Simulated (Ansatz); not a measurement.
Geometry optimisation in Ansatz: input, command and trajectory.

```yaml
crystal:
  lattice:
    - [5.8620146404, 0.0, 0.0]
    - [0.0, 5.8620146404, 0.0]
    - [0.0, 0.0, 3.7757294996]
  atoms:
    - { symbol: Ni, position: [0.0, 0.0, 0.0] }
    - { symbol: Ni, position: [0.5, 0.5, 0.5] }
    - { symbol: Sb, position: [0.306, 0.306, 0.0] }
    - { symbol: Sb, position: [0.194, 0.806, 0.5] }
    - { symbol: Sb, position: [0.694, 0.694, 0.0] }
    - { symbol: Sb, position: [0.806, 0.194, 0.5] }
basis:
  ecutwfc: 420
kpoints:
  mp_grid: { grid: [4, 4, 4] }
hamiltonian:
  xc: pbe
scf:
  occupations: { method: gaussian, width: 0.1 }
  lower_state_search: "off"
output:
  forces: true
  stress: true
  eigenvalues: true
relax:
  adjacent_minimum: "off"
  f_tol: 0.04
  max_steps: 70
  cell: { stress_tol: 0.4 }
```

```bash
ansatz run input.yaml --threads 1 --pin off --max-ram 2560MiB --backend cpu --events-out ev --progress --plain --runs-dir out
```

Level of theory: Ansatz, DFT PBE, scalar-relativistic, plane waves, PAW.

Of 5 frames 5 are shown, positions in Å and forces in eV/Å; the SCF threshold varies from step to step. Steps run on the plane waves of an earlier cell, with a Pulay correction in the pressure. The basis is chosen afresh for the last frame, the zero of the energies, and at times for earlier ones too; energy and pressure step there, also at an unchanged geometry. Spin polarisation was left out; whether the Ni atoms would carry moments isn't shown by this run.

```xyz
6
Lattice="5.8620 0.0000 0.0000 0.0000 5.8620 0.0000 0.0000 0.0000 3.7757" Properties=species:S:1:pos:R:3:forces:R:3 pbc="T T T" step=1 free_energy_over_end_meV_per_atom=62.71 pressure_GPa=7.00
Ni    0.0000    0.0000    0.0000    0.0000    0.0000    0.0000
Ni    2.9310    2.9310    1.8879    0.0000    0.0000    0.0000
Sb    1.7938    1.7938    0.0000   -0.6654   -0.6654    0.0000
Sb    1.1372    4.7248    1.8879    0.6654   -0.6654    0.0000
Sb    4.0682    4.0682    0.0000    0.6654    0.6654    0.0000
Sb    4.7248    1.1372    1.8879   -0.6654    0.6654    0.0000
6
Lattice="5.9330 0.0000 0.0000 0.0000 5.9330 0.0000 0.0000 0.0000 3.9614" Properties=species:S:1:pos:R:3:forces:R:3 pbc="T T T" step=2 free_energy_over_end_meV_per_atom=3.28 pressure_GPa=-0.48
Ni    0.0000    0.0000    0.0000    0.0000    0.0000    0.0000
Ni    2.9665    2.9665    1.9807    0.0000    0.0000    0.0000
Sb    1.7901    1.7901    0.0000   -0.1482   -0.1482    0.0000
Sb    1.1764    4.7566    1.9807    0.1482   -0.1482    0.0000
Sb    4.1429    4.1429    0.0000    0.1482    0.1482    0.0000
Sb    4.7566    1.1764    1.9807   -0.1482    0.1482    0.0000
6
Lattice="5.8936 0.0000 0.0000 0.0000 5.8936 0.0000 0.0000 0.0000 3.9941" Properties=species:S:1:pos:R:3:forces:R:3 pbc="T T T" step=3 free_energy_over_end_meV_per_atom=1.06 pressure_GPa=-0.14
Ni    0.0000    0.0000    0.0000    0.0000    0.0000    0.0000
Ni    2.9468    2.9468    1.9971    0.0000    0.0000    0.0000
Sb    1.7751    1.7751    0.0000   -0.0903   -0.0903    0.0000
Sb    1.1717    4.7219    1.9971    0.0903   -0.0903    0.0000
Sb    4.1185    4.1185    0.0000    0.0903    0.0903    0.0000
Sb    4.7219    1.1717    1.9971   -0.0903    0.0903    0.0000
6
Lattice="5.8922 0.0000 0.0000 0.0000 5.8922 0.0000 0.0000 0.0000 3.9864" Properties=species:S:1:pos:R:3:forces:R:3 pbc="T T T" step=4 free_energy_over_end_meV_per_atom=0.41 pressure_GPa=0.02
Ni    0.0000    0.0000    0.0000    0.0000    0.0000    0.0000
Ni    2.9461    2.9461    1.9932    0.0000    0.0000    0.0000
Sb    1.7654    1.7654    0.0000   -0.0094   -0.0094    0.0000
Sb    1.1807    4.7114    1.9932    0.0094   -0.0094    0.0000
Sb    4.1268    4.1268    0.0000    0.0094    0.0094    0.0000
Sb    4.7114    1.1807    1.9932   -0.0094    0.0094    0.0000
6
Lattice="5.8922 0.0000 0.0000 0.0000 5.8922 0.0000 0.0000 0.0000 3.9864" Properties=species:S:1:pos:R:3:forces:R:3 pbc="T T T" step=5 free_energy_over_end_meV_per_atom=0.00 pressure_GPa=0.01
Ni    0.0000    0.0000    0.0000    0.0000    0.0000    0.0000
Ni    2.9461    2.9461    1.9932    0.0000    0.0000    0.0000
Sb    1.7654    1.7654    0.0000   -0.0094   -0.0094    0.0000
Sb    1.1807    4.7114    1.9932    0.0094   -0.0094    0.0000
Sb    4.1268    4.1268    0.0000    0.0094    0.0094    0.0000
Sb    4.7114    1.1807    1.9932   -0.0094    0.0094    0.0000
```

The start puts this composition into another compound's structure type, which needn't suit it. At the end the space group is P4_2/mnm (tolerance 0.05 Å).

It took 27 s on 1 thread of INTEL(R) XEON(R) PLATINUM 8581C CPU @ 2.10GHz (Emerald Rapids), with other jobs on the host, peak memory 0.51 GiB.

The k mesh is coarse.